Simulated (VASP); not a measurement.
Wanted: the native input for a VASP 6.6.1 run.

| Item | Value |
| --- | --- |
| Task | relaxation of shape and atoms at fixed volume |
| Functional | PBE |
| Dispersion | D3(BJ) |
| Potentials or basis | VASP PAW PBE potentials, release 64 (Si) |
| Cutoff | 600 eV |
| k mesh | 12 × 12 × 6 |
| Occupations | gaussian, width 0.03 eV |
| Spin | no spin polarisation |
| Further INCAR settings | ALGO = Normal; EDIFF = 1e-07; IBRION = 2; EDIFFG = -0.01; NSW = 40; ISIF = 4 |

The structure of Si lies in POSCAR:

```
Si                                      
1.0
    2.6136563478      0.0000000000      0.0000000000
   -1.3068281739      2.2634927940     -0.0000000000
    0.0000000000      0.0000000000      4.3967887490
  Si            
     2
Direct
     0.3333333300000021    0.6666666699999979    0.2500000000000000
     0.6666666699999979    0.3333333300000021    0.7500000000000000
```

This isn't the form of Si at room conditions, which is diamond.

The cell isn't the ideal one: a relaxed cell with its volume scaled by 0.96.

The input as run:

INCAR

```
PREC = Accurate
ENCUT = 600
EDIFF = 1E-7
ISMEAR = 0
SIGMA = 0.03
LREAL = False
LASPH = True
NELM = 80
ALGO = Normal
ISIF = 4
LWAVE = False
LCHARG = False
GGA = PE
IVDW = 12
IBRION = 2
NSW = 40
EDIFFG = -0.01
```

KPOINTS

```
regular mesh
0
Gamma
  12 12 6
```

Potentials or basis: VASP PAW PBE potentials, release 64 (Si).

Command:

```console
$ cat potpaw_PBE.64/Si/POTCAR > POTCAR
$ mpirun -np 1 vasp_std > vasp.out
```

Results of the run:

- Energy gained by relaxing: 0.0 meV/atom
- Ionic steps: 2
- Pressure after relaxing: 4.8 GPa
- Band gap on the k mesh: none (metal or under the smearing width)
- Dispersion energy per atom: -0.479 eV

Caveat: pairwise dispersion overbinds metals, which lowers pressure and volume.

Run time: 7.6 s on 1 thread of Intel(R) Xeon(R) 6975P-C (Granite Rapids), on a shared host, peak memory 0.16 GiB.
